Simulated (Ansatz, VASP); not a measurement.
# Two plane-wave programs on Al

File INCAR:

```
SYSTEM = Al
PREC = Accurate ; ENCUT = 520
EDIFF = 1E-6 ; ISMEAR = 0
SIGMA = 0.1 ; LREAL = .FALSE.
LASPH = .TRUE. ; NELM = 80
ALGO = Normal ; ISIF = 2
LWAVE = .FALSE. ; LCHARG = .TRUE.
GGA = PS ; LELF = .TRUE.
LVHAR = .TRUE. ; NBANDS = 8
```

File KPOINTS:

```
regular mesh
0
G
  18 18 18
  0 0 0
```

File POSCAR:

```
Al
1.0
   -1.5567231036      1.5567231036      1.5567231036
    1.5567231036     -1.5567231036      1.5567231036
    1.5567231036      1.5567231036     -1.5567231036
Al
1
Direct
    0.0000000000      0.0000000000      0.0000000000
```

Input for Ansatz:

```yaml
crystal:
  lattice:
    - [-1.5567231036, 1.5567231036, 1.5567231036]
    - [1.5567231036, -1.5567231036, 1.5567231036]
    - [1.5567231036, 1.5567231036, -1.5567231036]
  atoms:
    - { symbol: Al, position: [0.0, 0.0, 0.0] }
basis:
  ecutwfc: 420
kpoints:
  mp_grid: { grid: [18, 18, 18] }
hamiltonian:
  xc: pbesol
scf:
  occupations: { method: gaussian, width: 0.1 }
output:
  forces: true
  stress: true
  eigenvalues: true
```

Alike in both runs: task single point; functional PBEsol; k mesh 18 × 18 × 18; occupations gaussian, width 0.1 eV; no spin polarisation.

```csv
,VASP,Ansatz
version,VASP 6.6.1,Ansatz 0.2.0
potentials or method,"VASP PAW PBE potentials, release 64 (Al)","scalar-relativistic, plane waves, PAW"
plane-wave cutoff (eV),520,420
valence electrons in the cell,3,3
```

|  | VASP | Ansatz | Ansatz less VASP |
| --- | --- | --- | --- |
| gap on the k mesh at the Fermi level (eV) | none | none | - |
| pressure (GPa) | 8.5 | 8.4 | -0.09 |

A gap of «none» marks a metal or a gap that the smearing closes.

Caveats: the PAW data sets were made with another functional, which shifts forces and pressure a little (VASP).
